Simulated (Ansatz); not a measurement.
Molecular dynamics of C

input.yaml

```yaml
crystal:
  lattice:
    - [0.0, 3.628535, 3.628535]
    - [3.628535, 0.0, 3.628535]
    - [3.628535, 3.628535, 0.0]
  atoms:
    - { symbol: C, position: [0.00410194, -0.00165406, 0.00450989] }
    - { symbol: C, position: [0.12600331, 0.10669087, 0.14985887] }
    - { symbol: C, position: [0.01158336, 0.0370275, 0.51079416] }
    - { symbol: C, position: [0.15614484, 0.10574112, 0.64678567] }
    - { symbol: C, position: [0.00170134, 0.4783425, -0.00244514] }
    - { symbol: C, position: [0.09657495, 0.63206864, 0.14541093] }
    - { symbol: C, position: [0.00133003, 0.49058082, 0.49241136] }
    - { symbol: C, position: [0.13624846, 0.63075586, 0.59553278] }
    - { symbol: C, position: [0.46645251, -0.02251771, 0.008149] }
    - { symbol: C, position: [0.63166282, 0.13349099, 0.05918403] }
    - { symbol: C, position: [0.51252131, -0.02005407, 0.49640993] }
    - { symbol: C, position: [0.58555653, 0.15045101, 0.62872378] }
    - { symbol: C, position: [0.5103423, 0.49982458, -0.01442776] }
    - { symbol: C, position: [0.63584411, 0.63657003, 0.12104075] }
    - { symbol: C, position: [0.49491335, 0.52611, 0.52410376] }
    - { symbol: C, position: [0.62901886, 0.61657191, 0.63395799] }
basis:
  ecutwfc: 420.0
kpoints:
  mp_grid: { grid: [3, 3, 3] }
hamiltonian:
  xc: pbesol
scf:
  occupations: { method: fermi_dirac, width: 0.3 }
  lower_state_search: "off"
md:
  timestep: 1
  n_steps: 170
  ensemble: nvt_langevin
  temperature: 2100.0
  initial_velocities: maxwell_boltzmann
  seed: 738965
  friction: 0.05
```

Launched with:

```bash
$ ansatz run input.yaml --threads 1 --pin off --max-ram 3072MiB --backend cpu --events-out ev --progress --plain --runs-dir out
```

It goes on from the last frame of an earlier run, with new velocities.

Output, in part (step lines):

```
md step     0: t =     0.00 fs  T =  1968.8 K  F+E_penalty+E_count = -3939.28184437 eV  E_kin = 4.071690 eV  (7 SCF iters)
md step     1: t =     1.00 fs  T =  2251.8 K  F+E_penalty+E_count = -3939.56015503 eV  E_kin = 4.657058 eV  (7 SCF iters)
md step     2: t =     2.00 fs  T =  2349.5 K  F+E_penalty+E_count = -3939.99009701 eV  E_kin = 4.859147 eV  (7 SCF iters)
md step     3: t =     3.00 fs  T =  2389.0 K  F+E_penalty+E_count = -3940.45907200 eV  E_kin = 4.940883 eV  (7 SCF iters)
md step     4: t =     4.00 fs  T =  2663.9 K  F+E_penalty+E_count = -3940.95132140 eV  E_kin = 5.509416 eV  (7 SCF iters)
md step     5: t =     5.00 fs  T =  2626.0 K  F+E_penalty+E_count = -3941.41338194 eV  E_kin = 5.430967 eV  (6 SCF iters)
md step     6: t =     6.00 fs  T =  3187.0 K  F+E_penalty+E_count = -3941.78758132 eV  E_kin = 6.591166 eV  (6 SCF iters)
md step     7: t =     7.00 fs  T =  3013.7 K  F+E_penalty+E_count = -3941.96964166 eV  E_kin = 6.232791 eV  (6 SCF iters)
[... lines left out ...]
md step   169: t =   169.00 fs  T =  1755.7 K  F+E_penalty+E_count = -3942.88643813 eV  E_kin = 3.631038 eV  (6 SCF iters)
md step   170: t =   170.00 fs  T =  1708.8 K  F+E_penalty+E_count = -3943.25122911 eV  E_kin = 3.534096 eV  (7 SCF iters)
```

The steps, from the saved trajectory:

| time (fs) | T (K) | potential energy less start (eV) |
| --- | --- | --- |
| 0.0 | 1969 | 0.000 |
| 5.0 | 2626 | -2.132 |
| 10.0 | 1901 | -1.874 |
| 15.0 | 2065 | -1.902 |
| 20.0 | 2533 | -3.057 |
| 25.0 | 2309 | -1.232 |
| 30.0 | 2110 | -0.163 |
| 35.0 | 2503 | -2.679 |
| 40.0 | 2546 | -3.320 |
| 45.0 | 2013 | -2.491 |
| 50.0 | 2055 | -3.157 |
| 55.0 | 1548 | -3.831 |
| 60.0 | 1173 | -2.146 |
| 65.0 | 1848 | -3.664 |
| 70.0 | 1865 | -4.052 |
| 75.0 | 1698 | -3.116 |
| 80.0 | 1959 | -3.274 |
| 85.0 | 2069 | -3.111 |
| 90.0 | 1685 | -2.294 |
| 95.0 | 2353 | -2.959 |
| 100.0 | 1760 | -2.795 |
| 105.0 | 1708 | -3.841 |
| 110.0 | 1440 | -3.594 |
| 115.0 | 1284 | -3.101 |
| 120.0 | 1685 | -2.551 |
| 125.0 | 2059 | -2.663 |
| 130.0 | 2408 | -4.149 |
| 135.0 | 2084 | -3.523 |
| 140.0 | 1530 | -2.533 |
| 145.0 | 1421 | -3.061 |
| 150.0 | 2425 | -4.722 |
| 155.0 | 1865 | -4.340 |
| 160.0 | 1592 | -2.507 |
| 165.0 | 1278 | -2.195 |
| 170.0 | 1709 | -3.969 |

The run went to its last step. The mean temperature of the second half is 15 % below the set value. A run of 0.17 ps of so small a system gives no equilibrium averages.

Mean squared displacements from the first frame to the last, about the centre of mass: C 0.05 Å².

Last frame:

```xyz
16
Lattice="0.0000 3.6285 3.6285 3.6285 0.0000 3.6285 3.6285 3.6285 0.0000" Properties=species:S:1:pos:R:3
C 0.166 0.065 -0.095
C 0.984 0.883 0.936
C 1.953 1.693 0.006
C 2.852 2.791 0.752
C 1.887 -0.059 1.839
C 2.851 0.926 2.638
C 3.792 1.755 1.642
C 4.646 2.556 2.644
C 0.192 1.863 1.871
C 1.057 2.870 2.668
C 1.991 3.606 1.743
C 2.832 4.448 2.879
C 2.003 1.683 3.567
C 2.876 2.621 4.580
C 3.706 3.491 3.619
C 4.706 4.353 4.419
```

The run took 16 min on 1 thread of Arm Neoverse V1, on a shared host, peak memory 0.35 GiB.
